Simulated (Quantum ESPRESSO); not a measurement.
Al:

```
CELL_PARAMETERS angstrom
0.00000 2.02481 2.02481
2.02481 0.00000 2.02481
2.02481 2.02481 0.00000
ATOMIC_POSITIONS crystal
Al 0.00000 0.00000 0.00000
```

- Program: Quantum ESPRESSO 7.5
- Task: relaxation of cell and atoms
- Functional: PBEsol
- Dispersion: D4
- Potentials or basis: PseudoDojo 0.4.1 SR PBE standard
- Cutoff: 544 eV
- Density cutoff: 2177 eV
- k mesh: 11 × 11 × 11
- Occupations: fermi-dirac, width 0.05 eV
- Spin: no spin polarisation

At the start: pressure -3.3 GPa; volume 16.60 Å³/atom.

Q: Where does the relaxation end?

A: Over 3 steps the energy falls by 7.1 meV/atom and the volume is 15.91 Å³/atom (-4.2 %); space group Fm-3m (No. 225, to 0.05 Å).

Step by step:
```
step  energy change (eV)  largest force (eV/Å)  pressure (GPa)  volume (Å³)
   1              0.0000                0.0000           -3.31        16.60
   2             -0.0042                0.0000           -2.20        16.36
   3             -0.0071                0.0000            0.12        15.91
```

Final structure:
```
CELL_PARAMETERS angstrom
0.00000 1.99639 1.99639
1.99639 0.00000 1.99639
1.99639 1.99639 0.00000
ATOMIC_POSITIONS crystal
Al 0.00000 0.00000 0.00000
```

Caveat: the potentials were made for another functional, which shifts forces and pressure; pairwise dispersion overbinds metals, which lowers pressure and volume.
